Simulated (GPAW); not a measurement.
Crystal: AlN.

```
Al N
1.0
     3.11300    0.00000    0.00000
    -1.55650    2.69594    0.00000
     0.00000    0.00000    4.98100
Al N
2 2
Direct
  0.66667 0.33333 0.50000
  0.33333 0.66667 0.00000
  0.66667 0.33333 0.88000
  0.33333 0.66667 0.38000
```

Base run:

```yaml
Program: GPAW 26.7.0
Functional: BP86
Potentials_or_basis: PAW data sets generated in the run's folder for this functional
Cutoff: 800 eV
Basis: pw
k_mesh: 7 × 7 × 4
Occupations: fermi-dirac, width 0.05 eV
Spin: no spin polarisation
```

Its results: band gap on the k mesh 4.31 eV, direct; pressure 4.8 GPa; largest force 0.130 eV/Å.

After a change of settings the same cell gave: band gap on the k mesh 4.21 eV, direct; pressure 1.2 GPa; largest force 0.137 eV/Å. Which change was it?
A. functional from BP86 to AM05
B. functional from BP86 to BLYP; band points from 60 to 80
C. functional from BP86 to PW91; band points from 60 to 80

A.

Not every run made on this cell is shown here.
